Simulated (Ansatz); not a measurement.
The system is Pd.

```xyz
2
Lattice="2.7837 0.0000 0.0000 -1.3918 2.4107 0.0000 0.0000 0.0000 4.6289" Properties=species:S:1:pos:R:3 pbc="T T T"
Pd    0.0000    1.6071    1.1572
Pd    1.3918    0.8036    3.4717
```

This isn't the form of Pd at room conditions, which is fcc.

```yaml
Program: Ansatz 0.2.0
Task: single point
Functional: PBE
Potentials_or_basis: Ansatz PAW
Cutoff: "420 eV (not typed: the program's choice for these potentials)"
k_mesh: 11 × 11 × 6
Occupations: fermi-dirac, width 0.05 eV
Spin: no spin polarisation
```

On this cell: pressure -1.4 GPa; largest force under 0.003 eV/Å; band gap on the k mesh none (metal or under the smearing width).

The same run follows on a disturbed copy (atoms moved at random, drawn with an rms of 0.05 Å):

```
CELL_PARAMETERS angstrom
2.78367 0.00000 0.00000
-1.39183 2.41072 0.00000
0.00000 0.00000 4.62889
ATOMIC_POSITIONS crystal
Pd 0.32850 0.69168 0.24099
Pd 0.66929 0.34399 0.75873
```

What does the disturbed cell give?

The energy (extrapolated to zero smearing) moves by +14.5 meV/atom; pressure -0.7 GPa; largest force 0.675 eV/Å; band gap on the k mesh none (metal or under the smearing width).

Forces in eV/Å, atoms in the order of the input:
```
Pd   0.032 -0.033  0.673
Pd  -0.032  0.033 -0.673
```

Stress tensor (GPa, compression positive):
```
-1.27  0.43  0.16
 0.43 -0.52 -0.15
 0.16 -0.15 -0.21
```
